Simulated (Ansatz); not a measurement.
## CaS at 25 GPa: from Born charge to LO–TO splitting and polaron coupling

The calculation used Ansatz, DFT PBEsol, scalar-relativistic, plane waves, PAW. Plane waves to 420 eV; Γ-centred k mesh 10×10×10; fixed occupations. No spin polarisation. Phonons by linear response, acoustic sum rule imposed.

The cell, relaxed at 25 GPa:
```cif
data_structure
_symmetry_space_group_name_H-M 'Fm-3m'
_symmetry_Int_Tables_number 225
_cell_length_a 5.1912
_cell_length_b 5.1912
_cell_length_c 5.1912
_cell_angle_alpha 90.000
_cell_angle_beta 90.000
_cell_angle_gamma 90.000
_cell_volume 139.90
loop_
_atom_site_label
_atom_site_type_symbol
_atom_site_symmetry_multiplicity
_atom_site_Wyckoff_symbol
_atom_site_fract_x
_atom_site_fract_y
_atom_site_fract_z
_atom_site_occupancy
Ca1 Ca 4 a 0.00000 0.00000 0.00000 1
S1 S 4 b 0.50000 0.00000 0.00000 1
```

Other phases may be more stable at this pressure.

Linear response gives ν_TO = 355.3 cm⁻¹, Born charges ±2.365 e (positive on Ca) and ε∞ = 6.357. The primitive cell holds 34.974 Å³, and the masses are 40.078 and 32.060 amu.

Question: Find ν_LO and the static dielectric constant.

Answer: The long-wave field adds a restoring force: ω_LO² − ω_TO² = Z*²e²/(ε_vac ε∞ μV). In these units ν_LO² − ν_TO² = 4.92064×10⁷ Z*²/(μ V ε∞) cm⁻², with μ = m₁m₂/(m₁ + m₂) = 17.812 amu: 69509 cm⁻². So ν_LO = √(355.3² + 69509) = 442.4 cm⁻¹, and the run gives 442.4. Lyddane–Sachs–Teller then gives ε0 = ε∞ (ν_LO/ν_TO)² = 9.86, against 9.86 in the run (it forms both from the same three quantities, so the match checks the arithmetic only). Between ν_TO and ν_LO the dielectric function is negative and an undamped crystal reflects fully: a reststrahlen band from 22.6 to 28.1 μm.

Question: What do the Clausius–Mossotti polarisability and the Szigeti charge come to?

Answer: With the Lorentz local field, α = (3V/4π)(ε∞ − 1)/(ε∞ + 2) = 5.35 Å³ for the pair, and e_S = 3Z*/(ε∞ + 2) = 0.85 e. The Born charge includes the electrons' response to the dipole's own local field, and e_S takes that enhancement out. The Lorentz field assumes point-like polarisable ions, a poor picture once ε∞ is this large, since the electron clouds then overlap or are shared, so both numbers are formal here.

Question: How strongly does a slow electron couple to the LO mode?

Answer: For one isotropic parabolic band, Fröhlich's constant is α_F = (1/ε∞ − 1/ε0) √(m* Ry/ħω_LO), with Ry = 13.606 eV, ħω_LO = 54.9 meV and m* in free-electron masses: α_F = 0.0559 × 15.75 × √m* = 0.88 √m*. The band mass isn't part of this run; for m* = 0.1, 0.3 and 1 it gives 0.28, 0.48, 0.88. In weak coupling the polaron lies α_F ħω_LO below the band edge (26 meV at m* = 0.3) with a mass m*(1 + α_F/6); past α_F of about 5 or 6 that expansion fails. A semilocal functional's ε∞ tends to be too large, which taken alone lowers α_F.